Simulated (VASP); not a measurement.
# Tb: single point with PBEsol

The system is Tb.

```
CELL_PARAMETERS angstrom
3.60100 0.00000 0.00000
-1.80050 3.11856 0.00000
0.00000 0.00000 5.69360
ATOMIC_POSITIONS crystal
Tb 0.66667 0.33333 0.75000
Tb 0.33333 0.66667 0.25000
```

```
Program                : VASP 6.6.1
Task                   : single point
Functional             : PBEsol
Potentials or basis    : VASP PAW PBE potentials, release 64 (Tb)
Cutoff                 : 520 eV
k mesh                 : 7 × 7 × 4
Occupations            : gaussian, width 0.005 eV
Spin                   : collinear spin, typed start
Starting moments       : [6.0, 6.0] μB
Dipole correction      : no
Further INCAR settings : ALGO = Normal; EDIFF = 1e-07; NBANDS = 30
```

- Pressure: -2.5 GPa
- Band gap on the k mesh: none (metal or under the smearing width)
- Net moment: 11.62 μB per cell
- Site moments: Tb +5.69 μB
- Valence electrons inside the program's atomic spheres: Tb 16.29

Stress tensor (GPa, compression positive):
```
-2.61  0.00  0.00
 0.00 -2.61  0.00
 0.00  0.00 -2.41
```

Levels at points of the mesh, in eV from the Fermi level:
Spin up:
| k point | band 22 | band 23 | band 24 | band 25 | band 26 | band 27 |
| --- | --- | --- | --- | --- | --- | --- |
| (0.00, 0.00, 0.00) | -3.74 | -3.64 | -2.10 | 1.38 | 1.77 | 1.77 |
| (0.00, 0.00, 0.50) | -3.70 | -3.36 | -3.36 | 1.01 | 1.01 | 1.67 |
Spin down:
| k point | band 9 | band 10 | band 11 | band 12 | band 13 | band 14 | band 15 | band 16 | band 17 | band 18 |
| --- | --- | --- | --- | --- | --- | --- | --- | --- | --- | --- |
| (0.00, 0.00, 0.00) | -4.65 | -1.83 | -0.18 | -0.15 | -0.10 | -0.01 | 0.14 | 0.14 | 0.19 | 0.19 |
| (0.00, 0.00, 0.50) | -3.04 | -3.04 | -0.25 | -0.25 | -0.06 | -0.06 | 0.16 | 0.16 | 0.16 | 0.16 |

Wall time 9.3 min on 1 thread of Intel(R) Xeon(R) Platinum 8488C (Sapphire Rapids) (shared host), peak memory 0.26 GiB.

Caveat: the magnetic or orbital state may not be the lowest; the PAW data sets were made with another functional, which shifts forces and pressure a little; spin-orbit coupling is left out, which moves the levels of the heavy elements. The state reached can hang on the start; a lower one may exist.
